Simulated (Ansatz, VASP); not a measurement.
**BaS in VASP and in Ansatz**

```
CELL_PARAMETERS angstrom
0.00000 3.19375 3.19375
3.19375 0.00000 3.19375
3.19375 3.19375 0.00000
ATOMIC_POSITIONS crystal
Ba 0.00000 0.00000 0.00000
S 0.50000 0.50000 0.50000
```

Alike in both runs: functional PBEsol; k mesh 7 × 7 × 7; occupations fermi-dirac, width 0.05 eV; no spin polarisation.

|  | VASP | Ansatz |
| --- | --- | --- |
| version | VASP 6.6.1 | Ansatz 0.2.0 |
| potentials or method | VASP PAW PBE potentials, release 64 (Ba_sv, S) | Ansatz PAW |
| plane-wave cutoff (eV) | 520 | 420 |
| valence electrons in the cell | 16 | 16 |
| task | single point | band structure |

|  | VASP | Ansatz | Ansatz less VASP |
| --- | --- | --- | --- |
| gap on the k mesh at the Fermi level (eV) | 2.04 | 2.14 | +0.097 |
| least direct gap on the mesh (eV) | 2.19 | 2.26 | +0.065 |
| pressure (GPa) | -0.5 | -1.2 | -0.62 |

Caveats: spin-orbit coupling is left out, which moves the levels of the heavy elements; the PAW data sets were made with another functional, which shifts forces and pressure a little (VASP); an odd mesh through Γ misses points on the zone boundary, where band edges often lie (VASP); the k mesh misses the band edges, so the gap on the mesh is wider than the one along the path (Ansatz); the PAW data sets come from PBE, with cores solved anew for the run's functional, which leaves a small shift of forces and pressure (Ansatz).
